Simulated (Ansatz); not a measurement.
**WSe2: response to strain**

Aim: deform WSe2 (equal xx and yy strain of +3 %) and compute stress, forces and field gradients with LAPW, PAW and all-electron datasets made for the crystal.

Program: Ansatz 0.2.0. Level of theory: DFT PBE, scalar-relativistic. These are calculated values, not measurements.

## (1) The starting structure

It takes space group P6_3/mmc (No. 194, hexagonal). Conventional cell: a = 3.290 Å, b = 3.290 Å, c = 12.970 Å, α = 90.00°, β = 90.00°, γ = 120.00°. W (site symmetry -6m2) is surrounded by 6 Se at 2.53 Å. Se (site symmetry 3m) has 3 W at 2.53 Å as nearest neighbours.

As a file:

```xyz
6
Lattice="3.2900 0.0000 0.0000 -1.6450 2.8492 0.0000 0.0000 0.0000 12.9700" Properties=species:S:1:pos:R:3 pbc="T T T"
W     0.0000    1.8995    3.2425
W     1.6450    0.9497    9.7275
Se    0.0000    1.8995    8.0544
Se    1.6450    0.9497    1.5694
Se    0.0000    1.8995   11.4006
Se    1.6450    0.9497    4.9156
```

Atoms are numbered in the order of the input: W1, W2, Se3, Se4, Se5, Se6.

## (2) The deformed structure

Space group P6_3/mmc before, P6_3/mmc after.

## (3) LAPW, all electrons

Contents of input.yaml:

```yaml
crystal:
  lattice:
    - [3.388698404, 0.0, 0.0]
    - [-1.694349202, 2.9346989036, 0.0]
    - [0.0, 0.0, 12.97]
  atoms:
    - { symbol: W, position: [0.3333333333, 0.6666666667, 0.25] }
    - { symbol: W, position: [0.6666666667, 0.3333333333, 0.75] }
    - { symbol: Se, position: [0.3333333333, 0.6666666667, 0.621] }
    - { symbol: Se, position: [0.6666666667, 0.3333333333, 0.121] }
    - { symbol: Se, position: [0.3333333333, 0.6666666667, 0.879] }
    - { symbol: Se, position: [0.6666666667, 0.3333333333, 0.379] }
kpoints:
  mp_grid: { grid: [11, 11, 3] }
  band_path:
    path:
      - [0.0, 0.0, 0.0]
      - [0.5, 0.0, 0.0]
      - [0.3333333333, 0.3333333333, 0.0]
      - [0.0, 0.0, 0.0]
      - [0.0, 0.0, 0.5]
      - [0.5, 0.0, 0.5]
      - [0.3333333333, 0.3333333333, 0.5]
      - [0.0, 0.0, 0.5]
      - [0.5, 0.0, 0.5]
    npoints: 5
scf:
  occupations: { method: fermi_dirac, width: 0.08 }
hamiltonian:
  xc: pbe
  pseudopotentials: { kind: all_electron, lapw: { basis_error: 0.0005 } }
output:
  forces: true
  stress: true
  eigenvalues: true
```

Run with:

```
$ ansatz run input.yaml --threads 2 --pin off --max-ram 6144MiB --backend cpu --events-out ev --progress --plain --runs-dir out
```

## (4) PAW with frozen cores

input.yaml, as its differences from that of step 3:

```diff
@@ -14,14 +14,2 @@
   mp_grid: { grid: [11, 11, 3] }
-  band_path:
-    path:
-      - [0.0, 0.0, 0.0]
-      - [0.5, 0.0, 0.0]
-      - [0.3333333333, 0.3333333333, 0.0]
-      - [0.0, 0.0, 0.0]
-      - [0.0, 0.0, 0.5]
-      - [0.5, 0.0, 0.5]
-      - [0.3333333333, 0.3333333333, 0.5]
-      - [0.0, 0.0, 0.5]
-      - [0.5, 0.0, 0.5]
-    npoints: 5
 scf:
@@ -30,3 +18,3 @@
   xc: pbe
-  pseudopotentials: { kind: all_electron, lapw: { basis_error: 0.0005 } }
+  pseudopotentials: { kind: paw }
 output:
@@ -35 +23,2 @@
   eigenvalues: true
+  efg: { contact_densities: true }
```

## (5) All-electron PAW on datasets made for the crystal

input.yaml, as its differences from that of step 4:

```diff
@@ -18,3 +18,3 @@
   xc: pbe
-  pseudopotentials: { kind: paw }
+  pseudopotentials: { kind: all_electron, datasets: crystal }
 output:
```

(Steps that only read results are left out.)

Q: Predict the outcome of this session. Wanted: pressure; largest shear or deviatoric stress.

The runs gave:

| quantity | value |
| --- | --- |
| pressure | LAPW -3.46, PAW -3.51, crystal datasets -3.46 GPa |
| largest shear or deviatoric stress (LAPW) | 2.47 GPa |

The largest part of the stress beyond the pressure is 2.47 GPa in size, in the zz component; the atoms are carried along and not relaxed. No run of the undeformed cell stands beside it, so the pressure holds what the given cell had before the change. PAW: stress within 0.05 GPa of LAPW, forces within 4 meV/Å. Crystal datasets: stress within 0.01 GPa of LAPW, forces within 1 meV/Å. Spin-orbit coupling is left out, though the cell holds W; in elements this heavy it can shift bands and gaps by tenths of an eV.
